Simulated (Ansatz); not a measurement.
# TiO2: a scan of SCF settings, part 1 of 2

Which SCF settings change the result for TiO2, and which only the effort? The default run comes first. We look at TiO2: the measured crystal structure (space group I4_1/amd), with 6 atoms per cell. Source: COD entry 9008216; the sample's temperature and pressure aren't taken into account.

The COD cell was measured well above room temperature, so it is larger than a cold one.

Program: Ansatz 0.2.0. Level of theory: DFT PBE+U, PAW, plane waves, scalar-relativistic; U − J = 3.9 eV on Ti d. These are calculated values, not measurements.

## (1) Starting point

Symmetry: I4_1/amd, No. 141, tetragonal system. The conventional cell has a = 3.804 Å, b = 3.804 Å, c = 9.614 Å, α = 90.00°, β = 90.00°, γ = 90.00°. Ti (site symmetry -4m2) has 6 O at 1.95 to 2.00 Å as nearest neighbours. O (site symmetry 2mm) has 3 Ti at 1.95 to 2.00 Å as nearest neighbours.

Structure file:

```cif
data_structure
_symmetry_space_group_name_H-M 'I4_1/amd:1'
_symmetry_Int_Tables_number 141
_cell_length_a 3.8040
_cell_length_b 3.8040
_cell_length_c 9.6140
_cell_angle_alpha 90.000
_cell_angle_beta 90.000
_cell_angle_gamma 90.000
_cell_volume 139.12
loop_
_atom_site_label
_atom_site_type_symbol
_atom_site_symmetry_multiplicity
_atom_site_Wyckoff_symbol
_atom_site_fract_x
_atom_site_fract_y
_atom_site_fract_z
_atom_site_occupancy
Ti1 Ti 4 a 0.00000 0.00000 0.00000 1
O1 O 8 e 0.00000 0.00000 0.20760 1
```

Labels such as O6 number the atoms in the order of the input file.

After the default run come: Methfessel–Paxton smearing, width 0.15 eV; Broyden, β 0.5, preconditioner LDOS; Broyden, β 0.5, preconditioner local Kerker; Methfessel–Paxton smearing, width 0.5 eV; Broyden, β 0.4, magnetisation mixing 2.0; tetrahedron occupations; k-point mesh 3x3x4; linear mixing, β 0.3, no preconditioner.

The search for lower states is off throughout, and inputs that name a mixer don't switch to direct minimisation unless they say so. Spin is collinear, with starting moments Ti1 1.00, Ti2 1.00 μB. β is the mixing step of the charge; the magnetisation has a step of its own, which the program sets unless it is named.

## (2) Default SCF settings

Input file input.yaml:

```yaml
crystal:
  lattice:
    - [-1.902, 1.902, 4.807]
    - [1.902, -1.902, 4.807]
    - [1.902, 1.902, -4.807]
  atoms:
    - { symbol: Ti, position: [0.0, 0.0, 0.0], spin: 1.0 }
    - { symbol: Ti, position: [0.75, 0.25, 0.5], spin: 1.0 }
    - { symbol: O, position: [0.2076, 0.2076, 0.0] }
    - { symbol: O, position: [0.9576, 0.4576, 0.5] }
    - { symbol: O, position: [0.5424, 0.0424, 0.5] }
    - { symbol: O, position: [0.7924, 0.7924, 0.0] }
magnetization:
  spin_polarized: true
hamiltonian:
  xc: pbe
  pseudopotentials: { kind: paw }
  hubbard: { sites: [{ species: Ti, l: d, u_eff: 3.9 }] }
basis:
  ecutwfc: 420
kpoints:
  mp_grid: { grid: [6, 6, 7] }
scf:
  occupations: { method: fermi_dirac, width: 0.02 }
  lower_state_search: "off"
output:
  forces: true
  stress: true
  write_density: true
  write_potential: true
  elf: true
  volumetric_format: npy
```

On the command line:

```
ansatz run input.yaml --threads 2 --pin off --max-ram 5120MiB --backend cpu --events-out ev --progress --plain --runs-dir out
```

What it wrote, cut to the lines that bear on the results:

```text
Warning: crystal.symmetry: narrowed to the stabiliser of the k-point mesh — unitary ops 16 → 4; excluded 12 operations that carry a point of the 6×6×7 mesh (shift [0, 0, 0]) off the mesh (the run samples exactly the mesh kpoints.mp_grid names, as under crystal.symmetry.detect: false, and [...]
Ti: projections on atomic orbitals take those of the free atom [Ne] 3s2 3p6 3d2 4s2, of charge +0.00 (hamiltonian.pseudopotentials.projection_atoms); the dataset's partial waves leave at most 4.1e-7 of an orbital's norm unspanned inside its sphere
O: projections on atomic orbitals take those of the free atom [He] 2s2 2p4, of charge +0.00 (hamiltonian.pseudopotentials.projection_atoms); the dataset's partial waves leave at most 1.9e-8 of an orbital's norm unspanned inside its sphere
[...]
Pseudopotentials: kind: paw
Pseudopotential: Ti, paw, valence charge 12, recommended cutoff 420 eV (normal), Ti.paw.azcp
Pseudopotential: O, paw, valence charge 6, recommended cutoff 420 eV (normal), O.paw.azcp
Functional definition: PBE
[...]
Crystal: 6 atoms, lattice volume = 69.559 Å³
Basis set: ecut = 420 eV, 1341 PW (Γ), exchange–correlation on 80×80×80 points (8 copies of the dense FFT grid, shifted against one another)
Bands: 31, of which v1, the nominal top of the filled ones, is band 24 counted from 1 (23 counted from 0)
Symmetry: 4 space group operations
k-points: 76 of 252
[...]
Starting moments: Σ|m| = 2 μB on 2 of 6 sites
[...]
SCF iter   1: F=—  HF=-7271.205778 eV  |F-HF|=—  |Δ(HF+E_count)|=         —  Δρ=6.47e-2 (↑6.47e-2 ↓5.64e-2)  dr2=5.88e0  dr2_m=1.09e0  M=0.000 μB ∫|m|=0.707 μB  β_m=0.30  ethr=3.10e-3  ⟨swp⟩=5.8  Hψ=19061  notcnv=0
[...]
SCF iter  15: F=-7270.991129 eV  HF=-7270.991129 eV  |F-HF|=1.29e-10  |Δ(HF+E_count)|=   3.01e-9  Δρ=3.24e-7 (↑3.21e-7 ↓3.24e-7)  dr2=3.18e-10  dr2_m=2.77e-12  M=0.000 μB ∫|m|=0.000 μB  ethr=8.00e-12  ⟨swp⟩=5.0  Hψ=23555  notcnv=0
WARN: the starting moments were not kept: the SCF closed with an absolute magnetisation of 1.6e-6 μB, where they sum to 2 μB in size (2 sites). That is at most 0.1 of that sum. Measured as dr2_m measures the in/out step, that magnetisation stands 3.0e-13 eV from none, at or under the [...]
SCF converged after 15 iterations
Magnetization: 0.0000 μB (24.0000 up, 24.0000 down)
Absolute magnetization: 0.0000 μB (∫|ρ↑−ρ↓|, with the PAW one-centre terms)
Spin contamination: 0.0000 ħ² per cell (⟨S²⟩ above its minimum at these occupations)
Per-site moments (μB) at R_I (Å): [(2.480929626244326e-7, 0.8023914068235648), (2.480929626462085e-7, 0.8023914068235648), (-1.0306542910717791e-7, 0.8023914068235648), (-1.0306542914118615e-7, 0.8023914068235648), (-1.0306542905795729e-7, 0.8023914068235648), (-1.0306542895813232e-7, [...]
Free energy (F): -7270.991129 eV
[...]
E sigma→0 (E₀):  -7270.991129 eV
Fermi energy:    8.671316 eV
[...]
--- Forces (eV/Å), atoms counted from 1 ---
  atom   1  Ti     0.00002662    -0.00002662     0.00000000
  atom   2  Ti    -0.00002662     0.00002662     0.00000000
  atom   3  O      0.00002460    -0.00000717    -0.05034550
  atom   4  O     -0.00000717     0.00002460    -0.05034550
  atom   5  O     -0.00002460     0.00000717     0.05034550
  atom   6  O      0.00000717    -0.00002460     0.05034550
[...]
--- Stress (GPa, compression-positive) ---
        3.965732       0.000129       0.000035
        0.000129       3.965732       0.000035
        0.000035       0.000035       3.838229
  P = ⅓ Tr σ = 3.9232 GPa (39.232 kbar)
--- Band table (eV; the first three rows and the last of 152) ---
[...]
Occupation matrices written to <dir>
```

Wall time 21 s (2 threads of Arm Neoverse V2, shared host); peak memory 0.65 GiB.

With the default settings (MSR1 mixing, preconditioner Resta) the run converges in 15 iterations, non-magnetic, a gap of 2.58 eV on the k-mesh.

The maps below are laid out on this run's own conventional cell (a, b, c = 3.804, 3.804, 9.614 Å).

Density in a lattice plane of the grid's cell (edges 3.80 and 9.61 Å, at 0.000 of the third edge), which holds Ti and O.

Ten even steps from '0' (0.02 e/Å³) to '9' (9.96 e/Å³):
```
5301474103
0000121000
2100000001
7410353014
4201797102
0000353000
0000000000
0000121000
0000474000
0000242000
0000000000
0000000000
0000000000
0000000000
4200000002
7400000004
2100000001
0000000000
5300000003
9710242017
```
Columns run along the first of these edges and rows up along the second, over one cell in 10 and 20 even steps from the bottom left corner. Atoms in the plane (fractional): Ti at (0.00, 0.00), Ti at (0.50, 0.75), O at (0.00, 0.21), O at (0.50, 0.96), O at (0.50, 0.54), O at (0.00, 0.79).

ELF in the same plane.

Ten even steps from '0' (0.00) to '9' (0.83):
```
7618838816
3205999502
9950232059
3881676188
9965606569
8712777217
1101232101
0038999830
0059838950
0038999830
0004787400
0000111000
1100000001
8740000047
9983000389
3895000598
9983000389
3210111012
7721787127
0656999656
```
Columns run along the first of these edges and rows up along the second, over one cell in 10 and 20 even steps from the bottom left corner. Atoms in the plane (fractional): Ti at (0.00, 0.00), Ti at (0.50, 0.75), O at (0.00, 0.21), O at (0.50, 0.96), O at (0.50, 0.54), O at (0.00, 0.79).

Both are smooth fields of the valence electrons: close to the nuclei they are not physical.

Outside the cores ELF peaks at 0.84 in the shell around O, 0.6 Å from O.

## (3) Methfessel–Paxton smearing, width 0.15 eV

input.yaml, as its differences from that of step 2:

```diff
@@ -23,4 +23,5 @@
 scf:
-  occupations: { method: fermi_dirac, width: 0.02 }
+  occupations: { method: methfessel_paxton, width: 0.15 }
   lower_state_search: "off"
+  max_iter: 60
 output:
@@ -28,5 +29 @@
   stress: true
-  write_density: true
-  write_potential: true
-  elf: true
-  volumetric_format: npy
```

On the command line:

```
ansatz run input.yaml --threads 2 --pin off --max-ram 5120MiB --backend cpu --events-out ev --progress --plain --runs-dir out
```

What it wrote, cut to the lines that bear on the results:

```text
[... 1 line as in an earlier run ...]
basis.fft_grid_basis auto: the FFT boxes are laid along the combinations [[1, 0, 1], [0, 1, 1], [0, 0, 1]] of the cell's own vectors, 3.804, 3.804 and 5.508 Å long. The dense box has 27×27×40 points. Along the cell's own vectors, as sized, it would have 40×40×40, 2.19 times as many. [...]
[... 12 lines as in an earlier run ...]
Basis set: ecut = 420 eV, 1341 PW (Γ), FFT grids on a1+a3, a2+a3, a3, exchange–correlation on 54×54×80 points (8 copies of the dense FFT grid, shifted against one another)
[... 9 lines as in an earlier run ...]
Starting moments: Σ|m| = 2 μB on 2 of 6 sites
[... 2 lines as in an earlier run ...]
SCF iter   1: F=—  HF=-7271.205747 eV  |F-HF|=—  |Δ(HF+E_count)|=         —  Δρ=6.47e-2 (↑6.47e-2 ↓5.64e-2)  dr2=5.88e0  dr2_m=1.09e0  M=0.000 μB ∫|m|=0.707 μB  β_m=0.30  ethr=3.10e-3  ⟨swp⟩=4.9  Hψ=18635  notcnv=0
[...]
[... 1 line as in an earlier run ...]
[...]
WARN: the starting moments were not kept: the SCF closed with an absolute magnetisation of 1.2e-6 μB, where they sum to 2 μB in size (2 sites). That is at most 0.1 of that sum. Measured as dr2_m measures the in/out step, that magnetisation stands 1.7e-13 eV from none, at or under the [...]
Free energy (F): -7270.991129 eV
[...]
E sigma→0 (E₀):  -7270.991129 eV
Fermi energy:    8.666607 eV
Step filling:    the computed levels leave a gap of 2.5804 eV = 17.2 smearing widths at the electron count; against every level under it full and every level over it empty, smearing changes F+E_penalty+E_count by +3.47e-33 meV and its σ→0 estimate by -1.26e-31 meV
[...]
--- Forces (eV/Å), atoms counted from 1 ---
  atom   1  Ti     0.00002662    -0.00002662     0.00000000
  atom   2  Ti    -0.00002662     0.00002662     0.00000000
  atom   3  O      0.00002459    -0.00000717    -0.05034635
  atom   4  O     -0.00000717     0.00002459    -0.05034635
  atom   5  O     -0.00002459     0.00000717     0.05034635
  atom   6  O      0.00000717    -0.00002459     0.05034635
[...]
--- Stress (GPa, compression-positive) ---
        3.965786       0.000129       0.000035
        0.000129       3.965786       0.000035
        0.000035       0.000035       3.838262
  P = ⅓ Tr σ = 3.9233 GPa (39.233 kbar)
Occupation matrices written to <dir>
```

Wall time 15 s (2 threads of Arm Neoverse V2, shared host); peak memory 0.62 GiB.

15 iterations, as in the default run; free energy unchanged, zero-width estimate unchanged.

## (4) Broyden, β 0.5, preconditioner LDOS

input.yaml, as its differences from that of step 3:

```diff
@@ -23,5 +23,7 @@
 scf:
-  occupations: { method: methfessel_paxton, width: 0.15 }
+  occupations: { method: fermi_dirac, width: 0.02 }
   lower_state_search: "off"
+  algorithm: density_mixing
   max_iter: 60
+  mixing: { algorithm: broyden, beta: 0.5, preconditioner: ldos }
 output:
```

On the command line:

```
ansatz run input.yaml --threads 2 --pin off --max-ram 5120MiB --backend cpu --events-out ev --progress --plain --runs-dir out
```

What it wrote, cut to the lines that bear on the results:

```text
[... 24 lines as in an earlier run ...]
Starting moments: Σ|m| = 2 μB on 2 of 6 sites
[... 2 lines as in an earlier run ...]
spin=Collinear: LDOS preconditioning applied to the charge; magnetization (m = ρ↑ − ρ↓) channel mixes plain (no charge-response kernel on spin).
SCF iter   1: F=—  HF=-7271.205756 eV  |F-HF|=—  |Δ(HF+E_count)|=         —  Δρ=6.47e-2 (↑6.47e-2 ↓5.64e-2)  dr2=5.88e0  dr2_m=1.09e0  M=0.000 μB ∫|m|=0.707 μB  β_m=0.50  ethr=3.10e-3  ⟨swp⟩=5.8  Hψ=19092  notcnv=0
[...]
spin-set hold released at iteration 6 (site moments contracting): the magnetisation degrees of freedom join the quasi-Newton model from the next iteration; the mixer history was flushed
[...]
SCF iter  14: F=-7270.991129 eV  HF=-7270.991129 eV  |F-HF|=2.36e-10  |Δ(HF+E_count)|=  6.37e-11  Δρ=3.69e-7 (↑3.36e-7 ↓3.69e-7)  dr2=2.85e-10  dr2_m=1.94e-11  M=0.000 μB ∫|m|=0.000 μB  ethr=5.31e-12  ⟨swp⟩=1.1  Hψ=13864  notcnv=0
WARN: the starting moments were not kept: the SCF closed with an absolute magnetisation of 3.9e-6 μB, where they sum to 2 μB in size (2 sites). That is at most 0.1 of that sum. Measured as dr2_m measures the in/out step, that magnetisation stands 2.1e-12 eV from none, at or under the [...]
this state was not tested for a lower state beside it, because the mixer in use, unlike msr1, does not test its closes by its own steps (another_mixer; see scf.mixing.algorithm and scf.lower_state_search)
SCF converged after 14 iterations
Magnetization: 0.0000 μB (24.0000 up, 24.0000 down)
Absolute magnetization: 0.0000 μB (∫|ρ↑−ρ↓|, with the PAW one-centre terms)
Spin contamination: 0.0000 ħ² per cell (⟨S²⟩ above its minimum at these occupations)
Per-site moments (μB) at R_I (Å): [(-2.5268439530468275e-7, 0.8023914068235648), (-2.526843952645607e-7, 0.8023914068235648), (7.842719750429678e-8, 0.8023914068235648), (7.842719765832273e-8, 0.8023914068235648), (7.842719776805209e-8, 0.8023914068235648), (7.842719786829816e-8, [...]
Free energy (F): -7270.991129 eV
[...]
E sigma→0 (E₀):  -7270.991129 eV
Fermi energy:    8.671317 eV
[... 30 lines left out: energy terms, forces, stress ...]
Occupation matrices written to <dir>
```

Run time: 15 s. Hardware: 2 threads of Arm Neoverse V2, shared host; peak memory 0.62 GiB.

It takes 14 iterations (default 15). Against the default run: the same free energy.

## (5) Broyden, β 0.5, preconditioner local Kerker

input.yaml, as its differences from that of step 4:

```diff
@@ -27,3 +27,3 @@
   max_iter: 60
-  mixing: { algorithm: broyden, beta: 0.5, preconditioner: ldos }
+  mixing: { algorithm: broyden, beta: 0.5, preconditioner: local_kerker }
 output:
```

On the command line:

```
ansatz run input.yaml --threads 2 --pin off --max-ram 5120MiB --backend cpu --events-out ev --progress --plain --runs-dir out
```

What it wrote, cut to the lines that bear on the results:

```text
[... 24 lines as in an earlier run ...]
Starting moments: Σ|m| = 2 μB on 2 of 6 sites
[... 2 lines as in an earlier run ...]
spin=Collinear: local-Kerker preconditioning applied to the charge; magnetization (m = ρ↑ − ρ↓) channel mixes plain (no charge-response kernel on spin).
SCF iter   1: F=—  HF=-7271.205756 eV  |F-HF|=—  |Δ(HF+E_count)|=         —  Δρ=6.47e-2 (↑6.47e-2 ↓5.64e-2)  dr2=5.88e0  dr2_m=1.09e0  M=0.000 μB ∫|m|=0.707 μB  β_m=0.50  ethr=3.10e-3  ⟨swp⟩=5.8  Hψ=19092  notcnv=0
[...]
spin-set hold released at iteration 6 (site moments contracting): the magnetisation degrees of freedom join the quasi-Newton model from the next iteration; the mixer history was flushed
[...]
SCF iter  14: F=-7270.991129 eV  HF=-7270.991129 eV  |F-HF|=1.18e-11  |Δ(HF+E_count)|=  6.64e-11  Δρ=1.27e-7 (↑1.27e-7 ↓7.75e-8)  dr2=2.51e-11  dr2_m=1.54e-12  M=0.000 μB ∫|m|=0.000 μB  ethr=1.57e-12  ⟨swp⟩=1.0  Hψ=13542  notcnv=0
WARN: the starting moments were not kept: the SCF closed with an absolute magnetisation of 2.5e-6 μB, where they sum to 2 μB in size (2 sites). That is at most 0.1 of that sum. Measured as dr2_m measures the in/out step, that magnetisation stands 1.1e-12 eV from none, at or under the [...]
[... 1 line as in an earlier run ...]
SCF converged after 14 iterations
Magnetization: 0.0000 μB (24.0000 up, 24.0000 down)
Absolute magnetization: 0.0000 μB (∫|ρ↑−ρ↓|, with the PAW one-centre terms)
Spin contamination: 0.0000 ħ² per cell (⟨S²⟩ above its minimum at these occupations)
Per-site moments (μB) at R_I (Å): [(3.2493129804195395e-7, 0.8023914068235648), (3.2493129818759634e-7, 0.8023914068235648), (-2.9972308159758735e-7, 0.8023914068235648), (-2.9972308150599185e-7, 0.8023914068235648), (-2.997230816792563e-7, 0.8023914068235648), (-2.9972308163532113e-7, [...]
Free energy (F): -7270.991129 eV
[...]
E sigma→0 (E₀):  -7270.991129 eV
Fermi energy:    8.671322 eV
[... 30 lines left out: energy terms, forces, stress ...]
Occupation matrices written to <dir>
```

Run time: 15 s. Hardware: 2 threads of Arm Neoverse V2, shared host; peak memory 0.62 GiB.

It takes 14 iterations (default 15). Against the default run: the same free energy.

## (6) Methfessel–Paxton smearing, width 0.5 eV

input.yaml, as its differences from that of step 5:

```diff
@@ -23,7 +23,5 @@
 scf:
-  occupations: { method: fermi_dirac, width: 0.02 }
+  occupations: { method: methfessel_paxton, width: 0.5 }
   lower_state_search: "off"
-  algorithm: density_mixing
   max_iter: 60
-  mixing: { algorithm: broyden, beta: 0.5, preconditioner: local_kerker }
 output:
```

On the command line:

```
ansatz run input.yaml --threads 2 --pin off --max-ram 5120MiB --backend cpu --events-out ev --progress --plain --runs-dir out
```

What it wrote, cut to the lines that bear on the results:

```text
[... 4 lines as in an earlier run ...]
band count auto-derived: 32 (N_el = 48.0; filled up to band 24; 31 by the electrons, moments and atoms)
[... 11 lines as in an earlier run ...]
Bands: 32, of which v1, the nominal top of the filled ones, is band 24 counted from 1 (23 counted from 0)
[... 8 lines as in an earlier run ...]
Starting moments: Σ|m| = 2 μB on 2 of 6 sites
[... 2 lines as in an earlier run ...]
SCF iter   1: F=—  HF=-7271.205750 eV  |F-HF|=—  |Δ(HF+E_count)|=         —  Δρ=6.47e-2 (↑6.47e-2 ↓5.64e-2)  dr2=5.88e0  dr2_m=1.09e0  M=-0.000 μB ∫|m|=0.707 μB  β_m=0.30  ethr=3.10e-3  ⟨swp⟩=4.9  Hψ=19049  notcnv=0
[...]
[... 1 line as in an earlier run ...]
[...]
spin-set hold released at iteration 7 (site moments contracting): the magnetisation degrees of freedom join the quasi-Newton model from the next iteration; the mixer history was flushed
[...]
WARN: the starting moments were not kept: the SCF closed with an absolute magnetisation of 8.1e-7 μB, where they sum to 2 μB in size (2 sites). That is at most 0.1 of that sum. Measured as dr2_m measures the in/out step, that magnetisation stands 7.0e-14 eV from none, at or under the [...]
Free energy (F): -7270.991121 eV
[...]
E sigma→0 (E₀):  -7270.991155 eV
Entropy (-TS):   0.000136 eV (0.023 meV/atom)
Fermi energy:    8.762410 eV
Step filling:    the computed levels leave a gap of 2.5804 eV = 5.2 smearing widths at the electron count; against every level under it full and every level over it empty, smearing changes F+E_penalty+E_count by +8.16e-3 meV and its σ→0 estimate by -0.026 meV
[...]
--- Forces (eV/Å), atoms counted from 1 ---
  atom   1  Ti     0.00002523    -0.00002523     0.00000000
  atom   2  Ti    -0.00002523     0.00002523     0.00000000
  atom   3  O      0.00002399    -0.00000638    -0.05039156
  atom   4  O     -0.00000638     0.00002399    -0.05039156
  atom   5  O     -0.00002399     0.00000638     0.05039156
  atom   6  O      0.00000638    -0.00002399     0.05039156
[...]
--- Stress (GPa, compression-positive) ---
        3.965448       0.000129       0.000033
        0.000129       3.965448       0.000033
        0.000033       0.000033       3.837835
  P = ⅓ Tr σ = 3.9229 GPa (39.229 kbar)
Occupation matrices written to <dir>
```

Wall time 15 s (2 threads of Arm Neoverse V2, shared host); peak memory 0.63 GiB.

15 iterations, as in the default run; free energy unchanged, zero-width estimate unchanged.

## (7) Broyden, β 0.4, magnetisation mixing 2.0

input.yaml, as its differences from that of step 6:

```diff
@@ -23,5 +23,7 @@
 scf:
-  occupations: { method: methfessel_paxton, width: 0.5 }
+  occupations: { method: fermi_dirac, width: 0.02 }
   lower_state_search: "off"
+  algorithm: density_mixing
   max_iter: 60
+  mixing: { algorithm: broyden, beta: 0.4, beta_mag: 2.0, spin_hold: "off" }
 output:
```

On the command line:

```
ansatz run input.yaml --threads 2 --pin off --max-ram 5120MiB --backend cpu --events-out ev --progress --plain --runs-dir out
```

What it wrote, cut to the lines that bear on the results:

```text
[... 24 lines as in an earlier run ...]
Starting moments: Σ|m| = 2 μB on 2 of 6 sites
[... 2 lines as in an earlier run ...]
SCF iter   1: F=—  HF=-7271.205756 eV  |F-HF|=—  |Δ(HF+E_count)|=         —  Δρ=6.47e-2 (↑6.47e-2 ↓5.64e-2)  dr2=5.88e0  dr2_m=1.09e0  M=0.000 μB ∫|m|=0.707 μB  β_m=0.40  ethr=3.10e-3  ⟨swp⟩=5.8  Hψ=19092  notcnv=0
[... 2 lines as in an earlier run ...]
[...]
SCF iter  13: F=-7270.991129 eV  HF=-7270.991129 eV  |F-HF|=7.81e-10  |Δ(HF+E_count)|=   2.08e-9  Δρ=5.30e-7 (↑5.16e-7 ↓5.30e-7)  dr2=3.16e-10  dr2_m=1.16e-11  M=0.000 μB ∫|m|=0.000 μB  ethr=6.96e-12  ⟨swp⟩=1.0  Hψ=13448  notcnv=0
WARN: the starting moments were not kept: the SCF closed with an absolute magnetisation of 7.0e-6 μB, where they sum to 2 μB in size (2 sites). That is at most 0.1 of that sum. Measured as dr2_m measures the in/out step, that magnetisation stands 6.8e-12 eV from none, at or under the [...]
[... 1 line as in an earlier run ...]
SCF converged after 13 iterations
Magnetization: 0.0000 μB (24.0000 up, 24.0000 down)
Absolute magnetization: 0.0000 μB (∫|ρ↑−ρ↓|, with the PAW one-centre terms)
Spin contamination: 0.0000 ħ² per cell (⟨S²⟩ above its minimum at these occupations)
Per-site moments (μB) at R_I (Å): [(-1.0474221889715363e-6, 0.8023914068235648), (-1.0474221889484583e-6, 0.8023914068235648), (8.048927670539572e-7, 0.8023914068235648), (8.048927674586432e-7, 0.8023914068235648), (8.048927673725871e-7, 0.8023914068235648), (8.048927675942326e-7, [...]
Free energy (F): -7270.991129 eV
[...]
E sigma→0 (E₀):  -7270.991129 eV
Fermi energy:    8.671317 eV
[... 30 lines left out: energy terms, forces, stress ...]
Occupation matrices written to <dir>
```

Wall time 13 s (2 threads of Arm Neoverse V2, shared host); peak memory 0.62 GiB.

13 iterations against 15; the same free energy.

(Continued in part 2 of 2.)
